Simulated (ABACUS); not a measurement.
TePb:

```
Pb Te
1.0
     0.00000    3.23100    3.23100
     3.23100    0.00000    3.23100
     3.23100    3.23100    0.00000
Pb Te
1 1
Direct
  0.00000 0.00000 0.00000
  0.50000 0.50000 0.50000
```

Base run:

| Property | Result |
| --- | --- |
| Program | ABACUS 3.10.1 |
| Functional | RPBE |
| Potentials or basis | SPMS ONCV 1.0 PBE |
| Cutoff | 1129 eV |
| Density cutoff | 4517 eV |
| Basis | plane waves |
| k mesh | 6 × 6 × 6 |
| Occupations | fermi-dirac, width 0.05 eV |
| Spin | no spin polarisation |

Its results: band gap on the k mesh 0.82 eV, direct; pressure 4.0 GPa.

Question: The run is repeated on the same cell with these changes: functional from RPBE to LDA; potentials or basis from SPMS ONCV 1.0 PBE to PseudoDojo NC SR 0.4.1 LDA standard. What comes out?

Answer: Band gap on the k mesh 0.65 eV, direct; pressure -1.7 GPa.

Caveats: spin-orbit coupling is left out, which as a rule narrows the gap of such compounds by several tenths of an eV; the potentials were made for another functional, which shifts forces and pressure (some runs).

A k mesh can miss the band edges.

Not every run made on this cell is shown here.
